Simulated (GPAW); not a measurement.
# MgO (Fm-3m) in GPAW: further runs

The runs below take MgO through band structure, with LDA, PBEsol, RPBE, revPBE.

Everything below comes from runs of GPAW 26.7.0. Logs are shortened: lines on timing, memory, paths and dates and some standing lists are left out, and cuts for length are marked. The log counts tension as positive stress, the text compression.

**Experimental background.**

“Electronic structure of alkaline earth and post-transition metal oxides”, 2009, arxiv:0908.1581 quotes, for a bulk crystal of MgO: band gap 7.83 eV.

The results are compared with them further down.

### 1 The crystal as given

The structure is cubic, space group Fm-3m (No. 225). The conventional cell has a = 4.194 Å, b = 4.194 Å, c = 4.194 Å, α = 90.00°, β = 90.00°, γ = 90.00°. Mg (site symmetry m-3m) has 6 O at 2.10 Å as nearest neighbours. O (site symmetry m-3m) is surrounded by 6 Mg at 2.10 Å.

The cell is a database's computed one.

### 2 Band structure, LDA

File run.py:

```python
from ase import Atoms
from ase.dft.bandgap import bandgap
from ase.io import write
from ase.units import GPa
from gpaw import GPAW, PW

atoms = Atoms(['Mg', 'O'],
              cell=[[0.0, 2.0970013927, 2.0970013927],
                    [2.0970013927, 0.0, 2.0970013927],
                    [2.0970013927, 2.0970013927, 0.0]],
              scaled_positions=[[0.0, 0.0, 0.0],
                                [0.5, 0.5, 0.5]],
              pbc=True)

calc = GPAW(mode=PW(800),
            xc='LDA',
            kpts={'size': (11, 11, 11), 'gamma': True},
            occupations={'name': 'fermi-dirac', 'width': 0.05},
            nbands=16,
            convergence={'density': 1e-05, 'energy': 1e-05},
            maxiter=150,
            txt='gpaw.txt')
atoms.calc = calc
energy = atoms.get_potential_energy()
forces = atoms.get_forces()
stress = atoms.get_stress()
calc.write('gs.gpw')
write('result.traj', atoms)
print(f'Energy: {energy:.6f} eV')
print('Forces (eV/A):')
print(forces.round(4))
print('Stress (GPa):', (stress / GPa).round(3))
print('Fermi level:', round(calc.get_fermi_level(), 4), 'eV')
print(f'Gap: {bandgap(calc)[0]:.4f} eV, direct: {bandgap(calc, direct=True)[0]:.4f} eV')

path = atoms.cell.bandpath('GXWKGLUWLK,UX', npoints=80, eps=1e-4)
bs_calc = calc.fixed_density(kpts=path, symmetry='off', nbands=24,
                             convergence={'bands': 'CBM+6.0', 'eigenstates': 1e-6}, txt='bands.txt')
bs = bs_calc.band_structure()
bs.write('bs.json')
print(f'Gap on the path: {bandgap(bs_calc)[0]:.4f} eV')
```

Potentials or basis: the program's PAW data sets (release 1.2.1) made for this functional, pw.

The run is started by

```sh
OMP_NUM_THREADS=1 python run.py
```

gpaw.txt:

```text
__  _  _
 | _ |_)|_||  |
 |__||  | ||/\| - 26.7.0

Input parameters:
  mode=PW(ecut=800.0),
  convergence={'density': 1e-05, 'energy': 1e-05},
  kpts=MonkhorstPack(size=(11, 11, 11), gamma=True),
  maxiter=150,
  nbands=16,
  occupations=Occupations(name='fermi-dirac', width=0.05),
  xc=XC(name='LDA')

Diagonalizing LCAO Hamiltonian
Converting LCAO to pw mode

              O

       Mg

Atoms  # Å, Bohr magnetons
|   | symbol |        x |        y |        z |    initial magnetic moments |
|---|--------|----------|----------|----------|-----------------------------|
| 0 |     Mg | 0.000000 | 0.000000 | 0.000000 | ( 0.0000,  0.0000,  0.0000) |
| 1 |      O | 2.097001 | 2.097001 | 2.097001 | ( 0.0000,  0.0000,  0.0000) |

Unit cell  # Å
| periodic |        x |        y |        z |  lengths |    angles |
|----------|----------|----------|----------|----------|-----------|
|      yes | 0.000000 | 2.097001 | 2.097001 | 2.965608 | 60.000000 |
|      yes | 2.097001 | 0.000000 | 2.097001 | 2.965608 | 60.000000 |
|      yes | 2.097001 | 2.097001 | 0.000000 | 2.965608 | 60.000000 |

Number of symmetries: 48
Symmetry operations  # r_c * U_cc + t_c -> r_c
|    | kind |            matrix            |
|----|------|------------------------------|
|  0 |  σ   |  1, 0, 0,  1, 0,-1,  1,-1, 0 |
|  1 |  C2  |  1, 0, 0,  1,-1, 0,  1, 0,-1 |
|  2 |  E   |  1, 0, 0,  0, 1, 0,  0, 0, 1 |
|  3 |  σ   |  1, 0, 0,  0, 0, 1,  0, 1, 0 |
|  4 |  C4  |  1, 0,-1,  1, 0, 0,  1,-1, 0 |
|  5 |  S6  |  1, 0,-1,  1,-1, 0,  1, 0, 0 |
|  6 |  σ   |  1, 0,-1,  0, 1,-1,  0, 0,-1 |
|  7 |  C3  |  1, 0,-1,  0, 0,-1,  0, 1,-1 |
|  8 |  S6  |  1,-1, 0,  1, 0, 0,  1, 0,-1 |
|  9 |  C4  |  1,-1, 0,  1, 0,-1,  1, 0, 0 |
| 10 |  C3  |  1,-1, 0,  0,-1, 1,  0,-1, 0 |
| 11 |  σ   |  1,-1, 0,  0,-1, 0,  0,-1, 1 |
| 12 |  σ   |  0, 1, 0,  1, 0, 0,  0, 0, 1 |
| 13 |  C4  |  0, 1, 0,  0, 1,-1, -1, 1, 0 |
| 14 |  C3  |  0, 1, 0,  0, 0, 1,  1, 0, 0 |
| 15 |  S6  |  0, 1, 0, -1, 1, 0,  0, 1,-1 |
| 16 |  C2  |  0, 1,-1,  1, 0,-1,  0, 0,-1 |
| 17 |  σ   |  0, 1,-1,  0, 1, 0, -1, 1, 0 |
| 18 |  S4  |  0, 1,-1,  0, 0,-1,  1, 0,-1 |
| 19 |  C4  |  0, 1,-1, -1, 1, 0,  0, 1, 0 |
| 20 |  C3  |  0, 0, 1,  1, 0, 0,  0, 1, 0 |
| 21 |  σ   |  0, 0, 1,  0, 1, 0,  1, 0, 0 |
| 22 |  S6  |  0, 0, 1,  0,-1, 1, -1, 0, 1 |
| 23 |  C4  |  0, 0, 1, -1, 0, 1,  0,-1, 1 |
| 24 |  S4  |  0, 0,-1,  1, 0,-1,  0, 1,-1 |
| 25 |  C3  |  0, 0,-1,  0, 1,-1,  1, 0,-1 |
| 26 |  C2  |  0, 0,-1,  0,-1, 0, -1, 0, 0 |
| 27 |  S6  |  0, 0,-1, -1, 0, 0,  0,-1, 0 |
| 28 |  S4  |  0,-1, 1,  1,-1, 0,  0,-1, 0 |
| 29 |  C4  |  0,-1, 1,  0, 0, 1, -1, 0, 1 |
| 30 |  C2  |  0,-1, 1,  0,-1, 0,  1,-1, 0 |
| 31 |  σ   |  0,-1, 1, -1, 0, 1,  0, 0, 1 |
| 32 |  C3  |  0,-1, 0,  1,-1, 0,  0,-1, 1 |
| 33 |  S6  |  0,-1, 0,  0, 0,-1, -1, 0, 0 |
| 34 |  S4  |  0,-1, 0,  0,-1, 1,  1,-1, 0 |
| 35 |  C2  |  0,-1, 0, -1, 0, 0,  0, 0,-1 |
| 36 |  C2  | -1, 1, 0,  0, 1, 0,  0, 1,-1 |
| 37 |  S6  | -1, 1, 0,  0, 1,-1,  0, 1, 0 |
| 38 |  S4  | -1, 1, 0, -1, 0, 1, -1, 0, 0 |
| 39 |  C3  | -1, 1, 0, -1, 0, 0, -1, 0, 1 |
| 40 |  S6  | -1, 0, 1,  0, 0, 1,  0,-1, 1 |
| 41 |  C2  | -1, 0, 1,  0,-1, 1,  0, 0, 1 |
| 42 |  C3  | -1, 0, 1, -1, 1, 0, -1, 0, 0 |
| 43 |  S4  | -1, 0, 1, -1, 0, 0, -1, 1, 0 |
| 44 |  C2  | -1, 0, 0,  0, 0,-1,  0,-1, 0 |
| 45 |  i   | -1, 0, 0,  0,-1, 0,  0, 0,-1 |
| 46 |  σ   | -1, 0, 0, -1, 1, 0, -1, 0, 1 |
| 47 |  C2  | -1, 0, 0, -1, 0, 1, -1, 1, 0 |

BZ-sampling:
  Number of BZ points: 1331
  Number of IBZ points: 56

  Monkhorst-Pack size: [11, 11, 11]
  Monkhorst-Pack shift: [0, 0, 0]

K-points  # in reciprocal-cell coordinates
|     |                                coordinates |     weight |
|-----|--------------------------------------------|------------|
|   0 | (  0.00000000,   0.00000000,   0.00000000) | 0.00075131 |
|   1 | (  0.09090909,   0.09090909,   0.00000000) | 0.00450789 |
|   2 | (  0.09090909,   0.09090909,   0.09090909) | 0.00601052 |
|   3 | (  0.18181818,   0.09090909,   0.09090909) | 0.00901578 |
|   4 | (  0.18181818,   0.18181818,   0.00000000) | 0.00450789 |
|   5 | (  0.18181818,   0.18181818,   0.09090909) | 0.01803156 |
|   6 | (  0.18181818,   0.18181818,   0.18181818) | 0.00601052 |
|   7 | (  0.27272727,   0.18181818,   0.09090909) | 0.01803156 |
|   8 | (  0.27272727,   0.18181818,   0.18181818) | 0.01803156 |
|   9 | (  0.27272727,   0.27272727,   0.00000000) | 0.00450789 |
| ... |                                            |            |
|  55 | (  0.45454545,   0.45454545,   0.45454545) | 0.00601052 |

Plane wave coefficients: 959
Cutoff: 800.0 eV

Spin-components: 1 (collinear spins)
Bands:           16
Projectors:      10
Spin-degeneracy: 2
Datatype:        complex128

Parallelization:
  kpt:    1
  domain: 1
  band:   1

Density:
  Valence electrons: 16.0
  Components: 1
  Grid points: [20 20 20]
  Charge: 0.0  # |e|

Potential:
  Grid points: [20 20 20]

species:
  Mg:
    name:    Magnesium
    Z:       12.0
    valence: 10
    core:    2
    charge:  0.0  # [|e|]
    compensation charges:
      type: gauss
      rc: 0.33  # [Å]
      lmax: 2
    cutoffs:
      filter: 1.86  # [Å]
      core: 0.54  # [Å]
    projectors
    | kind |    occ | energy [eV] | rcut [Å] |
    |------|--------|-------------|----------|
    |   2s |  2.000 |     -79.291 |    1.090 |
    |   3s |  2.000 |      -4.782 |    1.090 |
    |   2p |  6.000 |     -46.725 |    1.085 |
    |   3p |  0.000 |      -1.374 |    1.085 |
    |    d |        |       0.000 |    1.037 |

    Using partial waves for Mg as LCAO basis

  O:
    name:    Oxygen
    Z:       8.0
    valence: 6
    core:    2
    charge:  0.0  # [|e|]
    compensation charges:
      type: gauss
      rc: 0.21  # [Å]
      lmax: 2
    cutoffs:
      filter: 1.17  # [Å]
      core: 0.83  # [Å]
    projectors
    | kind |    occ | energy [eV] | rcut [Å] |
    |------|--------|-------------|----------|
    |   2s |  2.000 |     -23.752 |    0.688 |
    |   2p |  4.000 |      -9.195 |    0.598 |
    |    s |        |       3.459 |    0.688 |
    |    p |        |      18.016 |    0.598 |
    |    d |        |       0.000 |    0.619 |

    Using partial waves for O as LCAO basis

Reference energy: -7455.138085  # eV

eigensolver:
  PPCG
  Converge bands: occupied
  niter=2

density mixing:
  MSR1-Mixer
  Pratt-step length: 0.05
  Maximum mixing coefficient: 0.75
  Old densities: 10
  SVD Regularization: 0.005
  Good broyden scale: 1.0
  Trust region scale: 1.0
  Backstep threshold: 4.0
  History deletion threshold: 6.0
  Fourier metric: weight=20.0, sigma=0.015

occupation numbers:
  Fermi-Dirac:
    width: 0.0500  # eV

poisson solver:
  ecut: 6400.0  # eV

xc functional:
  name: None

convergence criteria:
- Maximum integral of absolute [dens]ity change: 1e-05 electrons / valence electron
- Maximum [total energy] change in last 3 cyles: 1e-05 eV / valence electron
- Maximum integral of absolute [eigenst]ate change: 4e-08 eV^2 / valence electron
maximum number of iterations: 150

SCF iterations
|iter     | |      energy | eigst |  dens |
|---------|-|-------------|-------|-------|
|iter:   1| |  -14.946363 | +0.13 |       |
|iter:   2| |  -14.591689 | -2.51 | -0.99 |
|iter:   3| |  -13.603330 | -1.54 | -1.05 |
|iter:   4| |  -13.593163 | -3.69 | -1.60 |
|iter:   5| |  -13.590430 | -3.97 | -1.87 |
|iter:   6| |  -13.590424 | -6.34 | -3.09 |
|iter:   7| |  -13.590426c| -6.99 | -3.48 |
|iter:   8| |  -13.590426c| -8.80c| -4.57 |
|iter:   9| |  -13.590426c| -9.13c| -5.60c|

Converged in 9 steps
Energy contributions relative to reference atoms: (reference = -7455.138085)

Energy contributions:
  Kinetic:          11.175576
  Coulomb:          -9.443482
  Zero:              0.117731
  External:          0.000000
  Xc:              -15.440252
  Entropy:          -0.000000
  Spinorbit:         0.000000
  ----------------------------
  Free energy:     -13.590426
  Extrapolated:    -13.590426

dipole moment: (-6.062996, -6.062996, -6.062996)  # |e|*Ang

Fermi level: 5.591
Eigenvalues  # (at kpt = [0.000, 0.000, 0.000])
| band index |      eig [eV] | occ [0-2] |
|------------|---------------|-----------|
|          0 |       -66.882 |     2.000 |
|          1 |       -34.300 |     2.000 |
|          2 |       -34.300 |     2.000 |
|          3 |       -34.300 |     2.000 |
|          4 |       -12.404 |     2.000 |
|          5 |         4.636 |     2.000 |
[... 8 lines left out ...]
|         14 |        25.986 |     0.000 |
|         15 |        28.933 |     0.000 |

Gap: 4.802 eV
Transition (v -> c):
  (s=0, k=0, n=7, [0.00, 0.00, 0.00]) -> (s=0, k=0, n=8, [0.00, 0.00, 0.00])
No difference between direct/indirect transitions

Forces  # eV/Ang
|       x |       y |        z |
|---------|---------|----------|
| 0.00000 | 0.00000 | -0.00000 |  # Mg   0
| 0.00000 | 0.00000 |  0.00000 |  # O    1

Stress tensor  # eV/Ang^3
|        x |        y |        z |
|----------|----------|----------|
| 0.023042 | 0.000000 | 0.000000 |
| 0.000000 | 0.023042 | 0.000000 |
| 0.000000 | 0.000000 | 0.023042 |

# Writing to gs.gpw (mode='')
```

It took 13 s on 1 thread of Intel Xeon 6975P-C (Granite Rapids), shared host; peak memory 0.22 GiB.

What came out:

```
Free energy             : -13.5904 eV
Pressure                : -3.7 GPa
Band gap on the k mesh  : 4.80 eV, direct
Band gap along the path : 4.80 eV, direct
```

Levels at the corners of the path, in eV from the valence-band top:
| point | band 6 | band 7 | band 8 | band 9 | band 10 |
| --- | --- | --- | --- | --- | --- |
| Γ | 0.00 | 0.00 | 0.00 | 4.80 | 15.63 |
| X | -4.17 | -1.38 | -1.38 | 8.94 | 9.88 |
| W | -3.03 | -3.03 | -1.83 | 11.56 | 11.56 |
| K | -3.58 | -2.79 | -1.18 | 9.97 | 11.70 |
| Γ | 0.00 | 0.00 | 0.00 | 4.80 | 15.63 |
| L | -4.75 | -0.68 | -0.68 | 7.83 | 12.58 |
| U | -3.58 | -2.79 | -1.18 | 9.97 | 11.70 |
| W | -3.03 | -3.03 | -1.83 | 11.56 | 11.56 |
| L | -4.75 | -0.68 | -0.68 | 7.83 | 12.58 |
| K | -3.58 | -2.79 | -1.18 | 9.97 | 11.70 |
| U | -3.58 | -2.79 | -1.18 | 9.97 | 11.70 |
| X | -4.17 | -1.38 | -1.38 | 8.94 | 9.88 |

(Part 1 of 2 ends here.)
